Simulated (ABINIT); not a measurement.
A run of ABINIT 10.8.3 (patched build):

File run.abi:

```
# Datasets: ground state, then fixed potential
ndtset 2

# Pseudopotentials
pp_dirpath "./"
pseudos "Ge.GGA_PBE-JTH.xml"

# Structure
acell 3*1.0
rprim
     0.0000000000     5.3458651312     5.3458651312
     5.3458651312     0.0000000000     5.3458651312
     5.3458651312     5.3458651312     0.0000000000
ntypat 1
znucl 32
natom 2
typat 1 1
xred
     0.7500000000     0.7500000000     0.7500000000
     0.5000000000     0.5000000000     0.5000000000

# Plane-wave basis
ecut 20.0
pawecutdg 40.0

# Exchange and correlation
ixc -106132

# Bands and occupations
occopt 3
tsmear 0.05 eV

# SCF cycle
nstep 100

# Output
iomode 3
prtwf 0
prteig 0
prtebands 0
enunit 1
prtden1 1

# Dataset 1
kptopt1 1
ngkpt1 8 8 8
nshiftk1 1
shiftk1 0.0 0.0 0.0
nband1 18
tolvrs1 1.0e-9

# Dataset 2: bands along G-X-W-K-G-L-U-W-L-K
iscf2 -2
getden2 1
nband2 22
nbdbuf2 2
tolwfr2 1.0e-12
kptopt2 -9
ndivsm2 5
prteig2 1
prtvol2 -3
kptbounds2
     0.0000000000     0.0000000000     0.0000000000
     0.5000000000     0.0000000000     0.5000000000
     0.5000000000     0.2500000000     0.7500000000
     0.3750000000     0.3750000000     0.7500000000
     0.0000000000     0.0000000000     0.0000000000
     0.5000000000     0.5000000000     0.5000000000
     0.6250000000     0.2500000000     0.6250000000
     0.5000000000     0.2500000000     0.7500000000
     0.5000000000     0.5000000000     0.5000000000
     0.3750000000     0.3750000000     0.7500000000
```

Potentials or basis: JTH PAW PBE v2.0.

Command:

```console
$ abinit run.abi > log 2>&1
```

Hardware: 1 thread of Intel(R) Xeon(R) Platinum 8488C (Sapphire Rapids) (shared host).

Estimate the wall time of this run.

Run time: 72 s on 1 thread of Intel(R) Xeon(R) Platinum 8488C (Sapphire Rapids), on a shared host, peak memory 0.14 GiB. Counts: scf iterations 13, mpi ranks 1, k points 29, bands 18, plane waves 1323.
